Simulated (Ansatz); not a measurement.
**How BaTe answers to pressure**

```yaml
crystal:
  lattice:
    - [0.00000, 3.91646, 3.91646]
    - [3.91646, 0.00000, 3.91646]
    - [3.91646, 3.91646, 0.00000]
  atoms:
    - { symbol: Ba, position: [0.00000, 0.00000, 0.00000] }
    - { symbol: Te, position: [0.25000, 0.25000, 0.25000] }
```

The conventional cell has a = 7.833 Å, b = 7.833 Å, c = 7.833 Å, α = 90.00°, β = 90.00°, γ = 90.00°. Ba (atom 1) has 4 Te at 3.39 Å as nearest neighbours. Around Te (atom 2) lie 4 Ba at 3.39 Å.

The cell was built from the zincblende type and relaxed in the same program, and has space group F-43m; it needn't be a known or the stable phase.

No spin–orbit coupling, which matters for the heavy atoms here.

These are results of Ansatz 0.2.0, DFT, PBE, all-electron LAPW, scalar-relativistic, not measurements.

The runs use a Γ-centred 11×11×11 k mesh, Fermi–Dirac smearing of 0.05 eV, basis error target 0.5 meV/atom, no spin polarisation.

The cell is scaled evenly with fractional coordinates held. Semilocal gaps are too small, but their slopes carry over better.

```tsv
V/V(cell)	P (GPa)	gap on the k mesh (eV)
0.9600	0.79	2.629
0.9800	0.36	2.603
1.0000	-0.03	2.576
1.0200	-0.38	2.549
```

**Question.** From the rows at 0.9800 and 1.0200, what is the bulk modulus at the cell's volume?

**Answer.** B = −ΔP/Δln V = −[(-0.38) − (0.36)]/0.04001 = 18.5 GPa.

**Question.** What are the gap's volume deformation potential and pressure coefficient?

**Answer.** dEg/dln V = (2.549 − 2.603)/0.04001 = -1.35 eV, and dEg/dP = −(dEg/dln V)/B = 73 meV/GPa: pressure widens the gap.

**Question.** Predict the row at V/V(cell) = 1.0400. How far is a linear estimate of P off?

**Answer.** P = -0.69 GPa, gap 2.521 eV. The linear estimate P(cell) − B ln(V/V(cell)) = -0.76 GPa misses by 0.07 GPa, since the modulus falls on expansion.
